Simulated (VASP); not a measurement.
MgB2, 3 atoms in the cell. Symmetry: P6/mmm, No. 191, hexagonal system. Conventional cell: a = 3.085 Å, b = 3.085 Å, c = 3.523 Å, α = 90.00°, β = 90.00°, γ = 120.00°. Mg (site symmetry 6/mmm) is surrounded by 12 B at 2.51 Å. B (site symmetry -6m2) is surrounded by 3 B at 1.78 Å. 

| Quantity | Value |
| --- | --- |
| Program | VASP 6.6.1 |
| Task | relaxation of cell and atoms |
| Functional | PBE |
| Dispersion | D3(BJ) |
| Potentials or basis | VASP PAW PBE potentials, release 64 (Mg, B) |
| Cutoff | 600 eV |
| k mesh | 15 × 15 × 10 |
| Occupations | methfessel-paxton, width 0.1 eV |
| Spin | no spin polarisation |
| Further INCAR settings | ALGO = Normal; EDIFF = 1e-06; IBRION = 2; EDIFFG = -0.01; NSW = 90; ISIF = 3 |

Potentials or basis: VASP PAW PBE potentials, release 64 (Mg, B).

Run with:

```sh
$ cat potpaw_PBE.64/Mg/POTCAR potpaw_PBE.64/B/POTCAR > POTCAR
$ mpirun -np 1 vasp_std > vasp.out
```

Hardware: 1 thread of Intel(R) Xeon(R) Platinum 8488C (Sapphire Rapids), on a shared host.

**Question.** Estimate the wall time of this run.

**Answer.** Run time: 84 s on 1 thread of Intel(R) Xeon(R) Platinum 8488C (Sapphire Rapids) (shared host), peak memory 0.21 GiB. Counts: scf iterations 31, k points 162, ion steps 5.
